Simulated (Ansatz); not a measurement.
## Au: ¹⁹⁷Au nuclear quadrupole resonance

Cell: a structure deposited in the COD, whose atoms a relaxation with PBE at fixed cell left in place.

```cif
data_structure
_symmetry_space_group_name_H-M 'P 1'
_symmetry_Int_Tables_number 1
_cell_length_a 2.9000
_cell_length_b 2.9000
_cell_length_c 4.8800
_cell_angle_alpha 90.000
_cell_angle_beta 90.000
_cell_angle_gamma 120.000
_cell_volume 35.54
loop_
_atom_site_label
_atom_site_type_symbol
_atom_site_fract_x
_atom_site_fract_y
_atom_site_fract_z
_atom_site_occupancy
Au1 Au 0.33333 0.66667 0.75000 1
Au2 Au 0.66667 0.33333 0.25000 1
```

Atom numbers follow the list; atoms alike are taken as one site, whose name carries the number of the first.

Method: Kohn–Sham DFT in Ansatz, PBE, plane waves and PAW, scalar-relativistic, 420 eV cutoff, Γ-centred 18×18×10 k-points, Fermi–Dirac smearing 0.05 eV.

¹⁹⁷Au: I = 3/2, Q = 547.0 mb (year-2017 value). Static lattice, zero field.

(1) Predict the zero-field ¹⁹⁷Au lines of each site.

Results:

(1) For I = 3/2 there is one line, ν = (|C_Q|/2)(1 + η²/3)^½.

```
site  atoms  V_zz (10²¹ V/m²)  C_Q (MHz)     η  line frequencies (MHz)
  Au   1, 2              1.14       15.0  0.00                    7.51
```

An axis of threefold or higher order runs through Au, so V_zz lies along it and η is zero.

The run finds no gap above 0.1 eV (a metal, or nearly one), so the gradients can move by 10 % or more with the k-mesh. Spin–orbit coupling is left out, which shifts gradients on Au by a few per cent in wide-gap crystals, and can shift them far more where the calculated gap is small or absent, as here.
